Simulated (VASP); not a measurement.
Set up this calculation in VASP 6.6.1, as the native input.

| Quantity | Value |
| --- | --- |
| Task | relaxation of the atoms |
| Functional | PBE |
| Potentials or basis | VASP PAW PBE potentials, release 64 (Sn) |
| Cutoff | 300 eV |
| k mesh | 5 × 5 × 5 |
| Occupations | gaussian, width 0.03 eV |
| Spin | no spin polarisation |
| Further INCAR settings | ALGO = Fast; EDIFF = 1e-07; IBRION = 2; EDIFFG = -0.01; NSW = 40 |

The structure of Sn lies in POSCAR:

```
Sn                                      
1.0
    0.0000000000      3.2868376427      3.2868376427
    3.2868376427      0.0000000000      3.2868376427
    3.2868376427      3.2868376427      0.0000000000
  Sn            
     2
Direct
     0.0000000000000000    0.0000000000000000    0.0000000000000000
     0.2500000000000000    0.2500000000000000    0.2500000000000000
```

This isn't the form of Sn at room conditions, which is tetragonal (white tin).

The cell isn't the ideal one: a relaxed cell with its volume scaled by 0.96.

These files were run (other wordings do the same):

INCAR

```
SYSTEM = Sn
ALGO = Fast
EDIFF = 1E-7
EDIFFG = -0.01
ENCUT = 300
GGA = PE
IBRION = 2
ISIF = 2
ISMEAR = 0
LASPH = .True.
LCHARG = .False.
LREAL = .False.
LWAVE = .False.
NELM = 80
NSW = 40
PREC = Accurate
SIGMA = 0.03
```

KPOINTS

```
k-points
0
Gamma
  5 5 5
  0 0 0
```

Potentials or basis: VASP PAW PBE potentials, release 64 (Sn).

Run with:

```console
$ cat potpaw_PBE.64/Sn/POTCAR > POTCAR
$ mpirun -np 1 vasp_std > vasp.out
```

It gave:

```
Pressure after relaxing : 1.7 GPa
Band gap on the k mesh  : none (metal or under the smearing width)
```

Caveat: the relaxation stopped at its first step, so nothing moved.

Wall time 6.8 s on 1 thread of Intel(R) Xeon(R) Platinum 8488C (Sapphire Rapids) (shared host), peak memory 0.15 GiB.
